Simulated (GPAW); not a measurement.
Fe3Ge:

```
CELL_PARAMETERS angstrom
0.00000 2.87559 2.87559
2.87559 0.00000 2.87559
2.87559 2.87559 0.00000
ATOMIC_POSITIONS crystal
Ge 0.00000 0.00000 0.00000
Fe 0.75000 0.75000 0.75000
Fe 0.25000 0.25000 0.25000
Fe 0.50000 0.50000 0.50000
```

The cell comes from a database or a generator and needn't be the stable form of this composition.

Base run:

* Program: GPAW 26.7.0
* Functional: PBEsol
* Potentials or basis: PAW data sets generated in the run's folder for this functional
* Cutoff: 600 eV
* Basis: pw
* k mesh: 8 × 8 × 8
* Occupations: fermi-dirac, width 0.05 eV
* Spin: collinear spin, ferromagnetic start
* Starting moments: [0.0, 3.0, 3.0, 3.0] μB
* Hubbard terms: Fe d U = 8 eV

Its results: pressure 31.3 GPa; net moment 9.62 μB per cell; site moments Ge -0.01; Fe +3.54, +3.09 μB.

Q: The run is repeated on the same cell with these changes: hubbard terms from Fe d U = 8 eV to Fe d U = 3 eV. What comes out?

A: Pressure 9.7 GPa; net moment 8.23 μB per cell; site moments Ge -0.05; Fe +2.83, +2.84 μB.

Caveats: the U is typed as a test and isn't derived for this compound; a pressure of tens of GPa on the cell as given is suspect, and the run, the potentials or the cell itself is likely at fault (some runs).

Not every run made on this cell is shown here.
